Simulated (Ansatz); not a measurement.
Clean, relaxed (001) surface of Os, space group P6_3/mmc (No. 194) (top face towards +c; held atoms: 1, 2, 3, 4, 5, 6, 7, 8):

```xyz
16
Lattice="5.4699 0.0000 0.0000 -2.7350 4.7371 0.0000 0.0000 0.0000 22.4902" Properties=species:S:1:pos:R:3 pbc="T T T"
Os    1.3675    0.7895    8.0000
Os    0.0000    3.1581    8.0000
Os    4.1024    0.7895    8.0000
Os    2.7350    3.1581    8.0000
Os    0.0000    1.5790   10.1634
Os   -1.3675    3.9476   10.1634
Os    2.7350    1.5790   10.1634
Os    1.3675    3.9476   10.1634
Os    1.3675    0.7895   12.3425
Os    0.0000    3.1581   12.3425
Os    4.1024    0.7895   12.3425
Os    2.7350    3.1581   12.3425
Os    0.0000    1.5790   14.4450
Os   -1.3675    3.9476   14.4450
Os    2.7350    1.5790   14.4450
Os    1.3675    3.9476   14.4450
```

Level of theory: Ansatz 0.2.0, DFT PBE+D3(BJ), scalar-relativistic, plane waves, PAW. Plane waves to 420 eV, a k mesh through Γ of 4×4×1 on the computed 19-atom cell and Gaussian smearing (0.10 eV); no spin polarisation. A dipole correction removes the field between periodic images along c.

HCN is put on the top face, one molecule per 25.9 Å², and relaxed from 2 starts; the cell is lengthened along c to keep the vacuum. E_ads is per molecule, from the clean relaxed slab and the free relaxed molecule; negative means bound; no zero-point or thermal terms, forces under 0.04 eV/Å, and the free molecule is spin-polarised where open-shell. Heights count from the highest slab atom. Δp counts per cell along +c.

```csv
start,E_ads (eV),molecule,lowest atom's height (Å),shortest contact,Δφ top (eV),Δp (e·Å)
"upright, lowest atom N over a hollow Os-Os-Os site",-0.01,whole,1.66,N–Os 2.29 Å,-3.15,+0.452
"random tilt, lowest atom H over a top Os site",-0.34,whole,3.32,C–Os 3.38 Å,-0.36,+0.053
```

Each end is the local minimum that its start leads to.